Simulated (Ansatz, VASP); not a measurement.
## Two plane-wave programs on CaSe

The input INCAR:

```
  PREC = Accurate
  ENCUT = 520
  EDIFF = 1E-7
  ISMEAR = 0
  SIGMA = 0.05
  LREAL = F
  LASPH = T
  NELM = 100
  ALGO = Normal
  ISIF = 2
  LWAVE = F
  LCHARG = F
  GGA = PS
  NBANDS = 15
```

The input KPOINTS:

```
Automatic mesh
0
Gamma
  6 6 6
```

File POSCAR:

```
CaSe
1.0
    0.0000000000      3.3000000000      2.8050000000
    3.3000000000      0.0000000000      2.8050000000
    3.3000000000      3.3000000000      0.0000000000
Ca Se
1 1
Direct
    0.0000000000      0.0000000000      0.0000000000
    0.7500000000      0.7500000000      0.7500000000
```

Input for Ansatz:

```yaml
crystal:
  lattice:
    - [0.0, 3.3, 2.805]
    - [3.3, 0.0, 2.805]
    - [3.3, 3.3, 0.0]
  atoms:
    - { symbol: Ca, position: [0.0, 0.0, 0.0] }
    - { symbol: Se, position: [0.75, 0.75, 0.75] }
basis:
  ecutwfc: 420
kpoints:
  mp_grid: { grid: [6, 6, 6] }
hamiltonian:
  xc: pbesol
scf:
  occupations: { method: gaussian, width: 0.05 }
output:
  forces: true
  stress: true
  eigenvalues: true
```

Change from the starting cell: strain -0.1500 x Voigt [0, 0, 1, 0, 0, 0], atoms carried along.

Alike in both runs: task single point; functional PBEsol; k mesh 6 × 6 × 6; occupations gaussian, width 0.05 eV; no spin polarisation.

```csv
,VASP,Ansatz
version,VASP 6.6.1,Ansatz 0.2.0
potentials or method,"VASP PAW PBE potentials, release 64 (Ca_sv, Se)","scalar-relativistic, plane waves, PAW"
plane-wave cutoff (eV),520,420
valence electrons in the cell,16,26
```

|  | VASP | Ansatz | Ansatz less VASP |
| --- | --- | --- | --- |
| gap on the k mesh at the Fermi level (eV) | 3.16 | 3.17 | +0.008 |
| least direct gap on the mesh (eV) | 3.20 | 3.21 | +0.008 |
| pressure (GPa) | 4.6 | 4.4 | -0.19 |
| largest component of the traceless stress (GPa) | 1.08 | 1.04 | -0.040 |

The two sets of potentials don't hold the same shells in valence.

Caveats: the PAW data sets were made with another functional, which shifts forces and pressure a little (VASP). A k mesh can miss the band edges.
